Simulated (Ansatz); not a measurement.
Ni:

```
Ni
1.0
     2.44802    0.00000    0.00000
    -1.22401    2.12005    0.00000
     0.00000    0.00000    4.07281
Ni
2
Direct
  0.66667 0.33333 0.75000
  0.33333 0.66667 0.25000
```

This isn't the form of Ni at room conditions, which is fcc.

- Program: Ansatz 0.2.0
- Task: relaxation of cell and atoms
- Functional: B3LYP
- Potentials or basis: Ansatz PAW
- Cutoff: 420 eV (not typed: the program's choice for these potentials)
- k mesh: 6 × 6 × 4
- Occupations: fermi-dirac, width 0.05 eV
- Spin: collinear spin, ferromagnetic start
- Starting moments: [1.0, 1.0] μB

At the start: volume 10.57 Å³/atom.

Problem. How do energy, volume and symmetry change on relaxing?

Solution. It ends after 9 steps and the volume is 11.04 Å³/atom (+4.5 %); space group P6_3/mmc (No. 194, to 0.05 Å); moment 1.35 μB per cell.

The path:
| step | energy change (eV) | largest force (eV/Å) | volume (Å³) |
| --- | --- | --- | --- |
| 1 | 0.0000 | 0.0000 | 21.14 |
| 2 | -0.0200 | 0.0000 | 21.55 |
| 3 | -0.0299 | 0.0000 | 22.02 |
| 4 | -0.0311 | 0.0000 | 22.10 |
| 5 | -0.0312 | 0.0000 | 22.09 |
| 6 | -0.0312 | 0.0000 | 22.09 |
| 7 | -0.0322 | 0.0000 | 22.09 |
| 8 | -0.0322 | 0.0000 | 22.08 |
| 9 | -0.0322 | 0.0000 | 22.08 |

Final structure:
```
CELL_PARAMETERS angstrom
2.50786 0.00000 0.00000
-1.25393 2.17187 0.00000
0.00000 0.00000 4.05397
ATOMIC_POSITIONS crystal
Ni 0.66667 0.33333 0.75000
Ni 0.33333 0.66667 0.25000
```

Caveat: the k mesh is coarse (spacing up to 0.49 Å⁻¹), so the values aren't converged, least of all with exact exchange; the magnetic or orbital state may not be the lowest; the plane-wave basis is chosen anew once the cell has moved, so the energies of steps on either side of that aren't comparable; the PAW data sets come from PBE, with cores solved anew for the run's functional, which leaves a small shift of forces and pressure.
